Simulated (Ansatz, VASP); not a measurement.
Two plane-wave programs on MgO

```
Mg O
1.0
     0.00000    2.08293    2.08293
     2.08293    0.00000    2.08293
     2.08293    2.08293    0.00000
Mg O
1 1
Direct
  0.00000 0.00000 0.00000
  0.50000 0.50000 0.50000
```

Change from the starting cell: volume scaled by 0.98.

Alike in both runs: task single point; functional PBE; k mesh 11 × 11 × 11; occupations fermi-dirac, width 0.05 eV; no spin polarisation.

|  | VASP | Ansatz |
| --- | --- | --- |
| version | VASP 6.6.1 | Ansatz 0.2.0 |
| potentials or method | VASP PAW PBE potentials, release 64 (Mg, O) | Ansatz PAW |
| plane-wave cutoff (eV) | 520 | 420 |
| valence electrons in the cell | 8 | 16 |

Ansatz gave:

```
gap on the k mesh at the Fermi level (eV) : 5.07
least direct gap on the mesh (eV)         : 5.07
pressure (GPa)                            : 10.6
```

Problem. Estimate VASP's values.

Solution. gap on the k mesh at the Fermi level (eV): 5.06; least direct gap on the mesh (eV): 5.06; pressure (GPa): 9.9.

With one functional, cell and mesh, what is left measures potentials, basis and numerics. The two sets of potentials don't hold the same shells in valence.

Caveats: odd divisions of the mesh miss points on the zone boundary, where band edges often lie, so the gap on the mesh can be too wide (Ansatz); the pressure holds a Pulay correction of +0.6 GPa for the finite cutoff (Ansatz).
